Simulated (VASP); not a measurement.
The system is Al.

```
Al
1.0
    -1.57590    1.65692    1.65798
     1.47948   -1.59764    1.50228
     1.61445    1.63620   -1.59870
Al
1
Direct
  0.00000 0.00000 0.00000
```

This isn't the form of Al at room conditions, which is fcc.

The cell isn't the ideal one: cell sheared at random, sigma 0.03, atoms nudged by 0.01 Å.

```yaml
Program: VASP 6.6.1
Task: relaxation of cell and atoms
Functional: PBE
Potentials_or_basis: VASP PAW PBE potentials, release 64 (Al)
Cutoff: 600 eV
k_mesh: 11 × 12 × 12
Occupations: methfessel-paxton, width 0.1 eV
Spin: no spin polarisation
```

At the start: pressure 4.6 GPa; volume 16.08 Å³/atom.

Problem. How do energy, volume and symmetry change on relaxing?

Solution. Over 39 steps the energy falls by 123.0 meV/atom and the volume is 16.49 Å³/atom (+2.6 %); space group Immm (No. 71, to 0.05 Å).

Step by step:
| step | energy change (eV) | largest force (eV/Å) | pressure (GPa) | volume (Å³) |
| --- | --- | --- | --- | --- |
| 1 | 0.0000 | 0.0000 | 4.55 | 16.08 |
| 2 | -0.0202 | 0.0000 | -0.85 | 17.16 |
| 3 | -0.0202 | 0.0000 | -0.74 | 17.13 |
| 4 | -0.0246 | 0.0000 | -0.67 | 17.06 |
| 5 | -0.0264 | 0.0000 | -0.52 | 17.01 |
| 6 | -0.0303 | 0.0000 | -0.12 | 16.90 |
| 7 | -0.0427 | 0.0000 | 1.00 | 16.65 |
| 8 | -0.0364 | 0.0000 | 4.94 | 16.05 |
| 9 | -0.0442 | 0.0000 | 1.63 | 16.55 |
| 10 | -0.0484 | 0.0000 | 3.06 | 16.31 |
| 11 | -0.0493 | 0.0000 | 3.07 | 16.31 |
| 12 | -0.0515 | 0.0000 | 3.16 | 16.30 |
| 13 | -0.0527 | 0.0000 | 3.32 | 16.29 |
| 14 | -0.0558 | 0.0000 | 3.07 | 16.32 |
| 15 | -0.0644 | 0.0000 | 2.35 | 16.42 |
| 16 | -0.0777 | 0.0000 | 1.00 | 16.62 |
| 17 | -0.0931 | 0.0000 | -1.37 | 17.01 |
| 18 | -0.0929 | 0.0000 | -4.74 | 17.77 |
| 19 | -0.0986 | 0.0000 | -2.96 | 17.33 |
| 20 | -0.0988 | 0.0000 | -3.87 | 17.53 |
| 21 | -0.0994 | 0.0000 | -3.35 | 17.41 |
| 22 | -0.1082 | 0.0000 | -2.78 | 17.21 |
| 23 | -0.1148 | 0.0000 | -1.84 | 16.93 |
| 24 | -0.1130 | 0.0000 | 0.72 | 16.35 |
| 25 | -0.1166 | 0.0000 | -0.96 | 16.71 |
| 26 | -0.1188 | 0.0000 | -0.50 | 16.60 |
| 27 | -0.1208 | 0.0000 | 0.74 | 16.34 |
| 28 | -0.1209 | 0.0000 | 0.46 | 16.39 |
| 29 | -0.1209 | 0.0000 | 0.53 | 16.38 |
| 30 | -0.1214 | 0.0000 | 0.25 | 16.44 |
| 31 | -0.1216 | 0.0000 | -0.18 | 16.53 |
| 32 | -0.1220 | 0.0000 | -0.30 | 16.55 |
| 33 | -0.1221 | 0.0000 | -0.37 | 16.56 |
| 34 | -0.1225 | 0.0000 | -0.23 | 16.53 |
| 35 | -0.1230 | 0.0000 | 0.09 | 16.47 |
| 36 | -0.1230 | 0.0000 | 0.11 | 16.46 |
| 37 | -0.1230 | 0.0000 | 0.05 | 16.48 |
| 38 | -0.1230 | 0.0000 | -0.09 | 16.50 |
| 39 | -0.1230 | 0.0000 | -0.01 | 16.49 |

Final structure:
```
Al
1.0
    -1.39754    1.98444    1.42047
     1.42588   -2.02138    1.44818
     1.43550    2.03355   -1.42442
Al
1
Direct
  0.00000 0.00000 0.00000
```
